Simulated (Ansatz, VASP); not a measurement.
Sb in VASP and in Ansatz

```
CELL_PARAMETERS angstrom
4.27310 0.00000 0.00000
-2.13655 3.70062 0.00000
0.00000 0.00000 5.68371
ATOMIC_POSITIONS crystal
Sb 0.26900 0.00000 0.16667
Sb 0.00000 0.26900 0.83333
Sb 0.73100 0.73100 0.50000
```

Alike in both runs: task single point; functional PBE; k mesh 6 × 6 × 4; occupations gaussian, width 0.1 eV; no spin polarisation.

|  | VASP | Ansatz |
| --- | --- | --- |
| version | VASP 6.6.1 | Ansatz 0.2.0 |
| potentials or method | VASP PAW PBE potentials, release 64 (Sb) | scalar-relativistic, plane waves, PAW |
| plane-wave cutoff (eV) | 520 | 420 |
| valence electrons in the cell | 15 | 45 |

|  | VASP | Ansatz | Ansatz less VASP |
| --- | --- | --- | --- |
| gap on the k mesh at the Fermi level (eV) | none | none | - |
| pressure (GPa) | 4.7 | 4.6 | -0.10 |
| largest component of the traceless stress (GPa) | 1.95 | 1.87 | -0.076 |
| rms of the force components (eV/Å) | 1.141 | 1.116 | -0.0248 |

Atom by atom the forces differ by 0.025 eV/Å (rms over components). A gap of «none» marks a metal or a gap that the smearing closes. With one functional, cell and mesh, what is left measures potentials, basis and numerics. The two sets of potentials don't hold the same shells in valence.

Caveats: forces of over 1 eV/Å show positions far from the minimum, so gaps and moduli don't describe the material at rest. Spin-orbit coupling is left out, which matters for the levels of Sb.
